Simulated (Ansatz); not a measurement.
# Energy and pressure of MnO2 against volume, without spin

The calculation used DFT PBE+U, scalar-relativistic, plane waves, PAW (Ansatz).

```yaml
crystal:
  lattice:
    - [1.42843, 0.82471, 4.58393]
    - [-1.42843, 0.82471, 4.58393]
    - [0.00000, -1.64941, 4.58393]
  atoms:
    - { symbol: Mn, position: [0.00000, 0.00000, 0.00000] }
    - { symbol: O, position: [0.26436, 0.26436, 0.26436] }
    - { symbol: O, position: [0.73564, 0.73564, 0.73564] }
```

```
plane-wave cutoff                                : 420 eV
Γ-centred k-mesh                                 : 12×12×12
occupation rule                                  : Gaussian smearing, 0.02 eV
U_eff on Löwdin-orthogonalised atomic d orbitals : Mn 3.9 eV
spin treatment                                   : unpolarised
```

The cell is scaled evenly at fixed fractional positions, V₀ being the volume of the cell shown; start: no spin polarisation. Energies are extrapolated to zero smearing. A spin-polarised state can lie lower, at larger volumes above all.

```tsv
V/V₀	E above lowest (meV/atom)	P (GPa)
0.800	428.0	65.7
0.860	179.9	42.8
0.920	53.9	20.7
0.960	13.5	9.6
1.000	0.0	0.7
1.040	8.1	-6.4
1.100	51.4	-14.5
1.180	150.7	-21.7
```

This form isn't the usual stable structure of the compound.

Cost: 8 runs of about 3.9 core-minutes in all, on Arm Neoverse V1 (shared hosts).